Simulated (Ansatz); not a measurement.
Structure types of Au were relaxed at one common pressure (all-electron LAPW in Ansatz 0.2.0 under PBE, scalar-relativistic, no spin polarisation, zero temperature). They take these volumes:

| type | space group | V (Å³/atom) |
| --- | --- | --- |
| fcc | Fm-3m | 15.98 |
| bcc | Im-3m | 16.02 |
| hcp | P6_3/mmc | 16.00 |
| dhcp | P6_3/mmc | 15.99 |
| omega | P6/mmm | 16.26 |
| sc | Pm-3m | 17.94 |

At about which pressure, and is the densest type also the lowest in enthalpy?

23 GPa. The densest types tie within 0.02 Å³/atom, and fcc is the lowest in enthalpy, by less than the mesh noise of 5 meV/atom.
